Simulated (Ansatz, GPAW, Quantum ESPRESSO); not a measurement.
WC: programs and potentials compared

```
W C
1.0
     2.90650    0.00000    0.00000
    -1.45325    2.51710    0.00000
     0.00000    0.00000    2.83660
W C
1 1
Cartesian
  0.0000 0.0000 0.0000
  1.4533 0.8390 1.4183
```

Alike in all runs: task band structure; functional PBEsol; k mesh 10 × 10 × 9; occupations fermi-dirac, width 0.05 eV; no spin polarisation; no spin-orbit coupling. Pressure is positive in compression and, in plane waves, holds the error of the finite cutoff.

| program and potentials | plane-wave cutoff (eV) | notes | pressure (GPa) |
| --- | --- | --- | --- |
| Ansatz, all-electron LAPW, scalar-relativistic | - | - | ? |
| Quantum ESPRESSO, PseudoDojo 0.4.1 SR PBEsol standard | 1116 | - | -3.15 |
| GPAW, PAW data sets generated for this functional | 800 | - | -3.98 |

Task: Estimate from the other rows what the run with Ansatz, all-electron LAPW, scalar-relativistic gave.

Result: Pressure -3.43 GPa. The other rows, which needn't bracket it: pressure -3.98 to -3.15.
